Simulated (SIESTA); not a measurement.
Runs of SIESTA 5.4.2 on BaTiO3. The structure is tetragonal, space group P4mm (No. 99). The conventional cell has a = 4.000 Å, b = 4.000 Å, c = 4.018 Å, α = 90.00°, β = 90.00°, γ = 90.00°. Ba (site symmetry 4mm) has 12 O at 2.79 to 2.88 Å as nearest neighbours. Ti (site symmetry 4mm) has 6 O at 1.89 to 2.13 Å as nearest neighbours. O (site symmetry 2mm) has 2 Ti at 2.00 Å as nearest neighbours. O (site symmetry 4mm) has 2 Ti at 1.89 to 2.13 Å as nearest neighbours. 

| task | level | potentials or basis | cell | force tolerance | optimiser | gap on the mesh (eV) | pressure (GPa) | V0 of scaled cells (Å³/atom) | relaxed volume (Å³/atom) | B0 (GPa) | largest force (eV/Å) |
| --- | --- | --- | --- | --- | --- | --- | --- | --- | --- | --- | --- |
| relaxation of cell and atoms | LDA | PseudoDojo 0.4 standard (LDA files), DZP (energy shift 0.002 Ry; d shell added on Ba) | relaxed | 0.02 eV/Å | - | 1.77 | 0.0 | - | 12.45 | - | 0.02 |
| band structure | PBE | PseudoDojo 0.4 standard (PBE files), TZP (energy shift 0.002 Ry; d shell added on Ba) | as given | - | - | 1.79 | 4.7 | - | - | - | 0.24 |
| equation of state | RPBE | PseudoDojo 0.4 standard (PBE files), DZP (energy shift 0.002 Ry; d shell added on Ba) | as given | - | - | - | - | 13.53 | - | 149 | - |
| equation of state | vdW-DF-cx | PseudoDojo 0.4 standard (PBE files), DZP (energy shift 0.002 Ry; d shell added on Ba) | as given | - | - | - | - | 12.85 | - | 178 | - |
| band structure | LDA | PseudoDojo 0.4 standard (LDA files), DZP (energy shift 0.002 Ry; d shell added on Ba) | as given | - | - | (a) | -6.1 | - | - | - | 0.34 |
| band structure | vdW-DF-cx | PseudoDojo 0.4 standard (PBE files), DZP (energy shift 0.002 Ry; d shell added on Ba) | as given | - | - | 1.77 | -0.1 | - | - | - | 0.24 |
| equation of state | PBE | PseudoDojo 0.4 standard (PBE files), DZP (energy shift 0.002 Ry; d shell added on Ba) | as given | - | - | - | - | (c) | - | 163 | - |
| relaxation of cell and atoms | PBE | PseudoDojo 0.4 standard (PBE files), TZP (energy shift 0.002 Ry; d shell added on Ba) | relaxed | 0.01 eV/Å | CG | 1.77 | 0.0 | - | (b) | - | 0.01 |

Alike in all rows: no spin polarisation; k mesh 7 × 7 × 7; smearing fermi-dirac 0.05 eV; grid cutoff 800 Ry; energy shift 0.002 Ry.

**Question.** Fill in the values left out.

**Answer.** (a) 1.70; (b) 13.45; (c) 13.22.

Caveats: semicore shells carry a single zeta, which can move pressures by several GPa and volumes by a few percent; this set's barium file shifts pressures by up to 1 GPa against other sets; the basis of atomic orbitals isn't converged, which shifts pressures, moduli and gaps; spin-orbit coupling is left out, which moves the levels of the heavy elements (some runs); the mesh misses the band edges, which the band path finds closer together (some runs); the cell was scaled at fixed shape and fractional positions, which overstates the stiffness of a crystal with free parameters, most of all of layers and chains (some runs); the potentials were made for another functional, which shifts forces and pressure (some runs).

A k mesh can miss the band edges, and the runs leave out spin-orbit coupling on Ba.

Not every run made on this cell is shown here.
